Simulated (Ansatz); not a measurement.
## Band table of ZnS

```
Zn S
1.0
    -0.05409    2.67760    2.67760
     2.67760   -0.05409    2.67760
     2.67760    2.67760   -0.05409
Zn S
1 1
Direct
  0.00000 0.00000 0.00000
  0.75000 0.75000 0.75000
```

Atoms are numbered in the order listed.

The cell is COD entry 9000107, as deposited and not checked against the literature; nothing was relaxed. The listed cell was then made from it by scaling, straining or moving an atom.

Level of theory: DFT, PBEsol, all-electron LAPW, scalar-relativistic in Ansatz 0.2.0.

The runs use a Γ-centred 9×9×9 k mesh, Fermi–Dirac smearing of 0.01 eV, basis error target 0.25 meV/atom, no spin polarisation.

Path points, in fractions of the reciprocal vectors: Γ (0.000, 0.000, 0.000), T (0.500, 0.500, 0.500), H2 (0.255, 0.500, 0.745), H0 (-0.255, 0.255, 0.500), L (0.000, 0.000, 0.500), S0 (-0.378, 0.000, 0.378), S2 (0.000, 0.378, 0.622), F (0.000, 0.500, 0.500). Levels in eV from the valence-band top; bands 9 to 19, counted from the lowest band of the run. The gap is 1.89 eV, direct at Γ.

```
# k(1/Å) point b9 b10 b11 b12 b13 b14 b15 b16 b17 b18 b19
0.000 Γ -13.20 -6.44 -6.42 -6.42 -5.93 -5.93 -0.09 -0.09 0.00 1.89 6.08
0.205 - -13.12 -6.45 -6.40 -6.40 -5.93 -5.93 -0.80 -0.20 -0.20 2.50 6.27
0.411 - -12.89 -6.43 -6.36 -6.36 -5.93 -5.93 -2.16 -0.47 -0.47 3.10 6.50
0.616 - -12.58 -6.35 -6.32 -6.32 -5.93 -5.93 -3.52 -0.76 -0.76 3.15 6.78
0.821 - -12.30 -6.30 -6.30 -6.10 -5.91 -5.91 -4.68 -0.97 -0.97 3.01 6.68
1.026 T -12.19 -6.29 -6.29 -5.90 -5.90 -5.71 -5.42 -1.05 -1.05 2.95 6.61
1.186 - -12.16 -6.29 -6.28 -5.93 -5.90 -5.70 -5.34 -1.39 -1.14 3.32 6.29
1.345 - -12.10 -6.29 -6.24 -5.97 -5.91 -5.68 -5.13 -2.09 -1.41 4.08 5.80
1.504 - -12.02 -6.29 -6.21 -5.98 -5.93 -5.63 -4.89 -2.73 -1.83 4.80 5.59
1.664 - -11.95 -6.30 -6.16 -5.98 -5.96 -5.57 -4.73 -3.02 -2.34 5.19 5.80
1.823 H2 -11.93 -6.30 -6.15 -5.99 -5.97 -5.53 -4.68 -2.85 -2.80 5.43 5.93
1.992 - -11.95 -6.32 -6.16 -6.01 -5.93 -5.56 -4.68 -3.07 -2.37 4.99 5.68
2.162 - -11.97 -6.35 -6.16 -6.03 -5.90 -5.59 -4.70 -3.21 -1.89 4.15 5.59
2.331 - -11.97 -6.35 -6.16 -6.03 -5.90 -5.59 -4.70 -3.21 -1.89 4.15 5.59
2.500 - -11.95 -6.32 -6.16 -6.01 -5.93 -5.56 -4.68 -3.07 -2.37 4.99 5.68
2.670 H0 -11.93 -6.30 -6.15 -5.99 -5.97 -5.53 -4.68 -2.85 -2.80 5.43 5.93
2.836 - -11.97 -6.30 -6.18 -5.98 -5.97 -5.57 -4.68 -3.02 -2.36 5.51 5.86
3.002 - -12.07 -6.30 -6.24 -5.99 -5.93 -5.64 -4.84 -2.73 -1.80 5.21 5.74
3.168 - -12.17 -6.31 -6.28 -5.98 -5.91 -5.68 -5.10 -2.04 -1.31 4.45 5.92
3.334 - -12.25 -6.32 -6.31 -5.94 -5.90 -5.71 -5.31 -1.28 -0.99 3.60 6.35
3.500 L -12.28 -6.33 -6.31 -5.90 -5.90 -5.74 -5.39 -0.90 -0.88 3.18 6.64
3.700 - -12.38 -6.33 -6.32 -6.09 -5.91 -5.91 -4.72 -0.84 -0.81 3.23 6.69
3.899 - -12.64 -6.36 -6.34 -6.31 -5.93 -5.92 -3.60 -0.65 -0.61 3.32 6.75
4.099 - -12.92 -6.41 -6.39 -6.37 -5.93 -5.93 -2.27 -0.41 -0.34 3.21 6.28
4.299 - -13.12 -6.43 -6.41 -6.41 -5.93 -5.93 -0.90 -0.18 -0.11 2.53 6.04
4.499 Γ -13.20 -6.44 -6.42 -6.42 -5.93 -5.93 -0.09 -0.09 0.00 1.89 6.08
4.745 - -13.09 -6.43 -6.42 -6.40 -5.94 -5.93 -1.12 -0.41 -0.10 2.80 5.91
4.990 - -12.79 -6.39 -6.38 -6.34 -5.95 -5.91 -2.57 -1.29 -0.34 3.94 5.99
5.236 - -12.41 -6.33 -6.30 -6.23 -5.95 -5.88 -3.74 -2.33 -0.76 4.69 6.52
5.482 - -12.12 -6.32 -6.23 -5.99 -5.93 -5.78 -4.50 -3.10 -1.30 4.58 6.42
5.727 S0 -11.97 -6.36 -6.16 -6.03 -5.89 -5.59 -4.71 -3.23 -1.81 4.02 5.58
5.873 - -11.99 -6.33 -6.18 -6.01 -5.91 -5.59 -4.71 -3.19 -1.90 4.41 5.86
6.019 - -12.00 -6.31 -6.20 -5.99 -5.95 -5.59 -4.71 -3.03 -2.14 5.20 5.93
6.164 - -12.00 -6.31 -6.20 -5.99 -5.95 -5.59 -4.71 -3.03 -2.14 5.20 5.93
6.310 - -11.99 -6.33 -6.18 -6.01 -5.91 -5.59 -4.71 -3.19 -1.90 4.41 5.86
6.456 S2 -11.97 -6.36 -6.16 -6.03 -5.89 -5.59 -4.71 -3.23 -1.81 4.02 5.58
6.535 - -11.96 -6.38 -6.14 -6.05 -5.88 -5.61 -4.69 -3.07 -1.94 3.84 5.03
6.615 - -11.95 -6.41 -6.13 -6.06 -5.87 -5.65 -4.67 -2.86 -2.05 3.66 4.51
6.694 - -11.94 -6.44 -6.12 -6.06 -5.86 -5.68 -4.66 -2.63 -2.13 3.45 4.15
6.774 - -11.94 -6.46 -6.11 -6.06 -5.86 -5.71 -4.66 -2.46 -2.18 3.24 3.97
6.854 F -11.94 -6.46 -6.11 -6.06 -5.86 -5.72 -4.66 -2.39 -2.19 3.16 3.92
```
